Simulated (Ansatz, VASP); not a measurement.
This is a calculation of SrVO3 for VASP 6.6.1.

Contents of INCAR:

```
SYSTEM = SrVO3
PREC = Accurate ; ENCUT = 520
EDIFF = 1E-7 ; ISMEAR = -1
SIGMA = 0.05 ; LREAL = .FALSE.
LASPH = .TRUE. ; NELM = 150
ALGO = Normal ; ISIF = 2
LWAVE = .FALSE. ; LCHARG = .FALSE.
ISPIN = 2 ; MAGMOM = 0 2 0 0 0
LORBIT = 11 ; LMAXMIX = 4
GGA = PE ; NBANDS = 32
```

KPOINTS

```
regular mesh
0
G
  10 10 10
  0 0 0
```

The input POSCAR:

```
SrVO3
1.0
    3.8409000000      0.0000000000      0.0000000000
    0.0000000000      3.8409000000      0.0000000000
    0.0000000000      0.0000000000      3.8409000000
Sr V O
1 1 3
Direct
    0.5000000000      0.5000000000      0.5000000000
    0.0000000000      0.0000000000      0.0000000000
    0.0000000000      0.0000000000      0.5000000000
    0.0000000000      0.5000000000      0.0000000000
    0.5000000000      0.0000000000      0.0000000000
```

Potentials or basis: VASP PAW PBE potentials, release 64 (Sr_sv, V_sv, O).

Launch:

```bash
$ cat potpaw_PBE.64/Sr_sv/POTCAR potpaw_PBE.64/V_sv/POTCAR potpaw_PBE.64/O/POTCAR > POTCAR
$ mpirun -np 1 vasp_std > vasp.out
```

**Question.** Translate it to Ansatz 0.2.0. Potentials there: Ansatz PAW.

**Answer.** As run (the cutoff follows the program's own potentials):

The input input.yaml:

```yaml
crystal:
  lattice:
    - [3.8409, 0.0, 0.0]
    - [0.0, 3.8409, 0.0]
    - [0.0, 0.0, 3.8409]
  atoms:
    - { symbol: Sr, position: [0.5, 0.5, 0.5] }
    - { symbol: V, position: [0.0, 0.0, 0.0], spin: 2.0 }
    - { symbol: O, position: [0.0, 0.0, 0.5] }
    - { symbol: O, position: [0.0, 0.5, 0.0] }
    - { symbol: O, position: [0.5, 0.0, 0.0] }
hamiltonian:
  xc: pbe
  pseudopotentials: { kind: paw }
magnetization:
  spin_polarized: true
kpoints:
  mp_grid: { grid: [10, 10, 10] }
scf:
  occupations: { method: fermi_dirac, width: 0.05 }
output:
  forces: true
  stress: true
  eigenvalues: true
```

Potentials or basis: Ansatz PAW.

Command:

```sh
$ ansatz run input.yaml --threads 2 --pin off --max-ram 5120MiB --backend cpu --events-out ev --progress --plain --runs-dir out
```

Both were run:

|  | VASP | Ansatz | Ansatz less VASP |
| --- | --- | --- | --- |
| gap on the k mesh at the Fermi level (eV) | none | none | - |
| pressure (GPa) | 3.5 | 2.6 | -0.88 |
| net moment per atom (μB) | 0.06 | 0.06 | 0.000 |
| size of the moment on the site where the two differ most (μB) | 0.29 | 0.23 | -0.056 |

Site moments also hang on the region over which each program counts them. A gap of «none» marks a metal or a gap that the smearing closes.

Caveats: semilocal functionals often make such compounds metallic where correlation or magnetic order opens a gap, which also shifts bond lengths; the pressure holds a Pulay correction of +0.7 GPa for the finite cutoff (Ansatz).
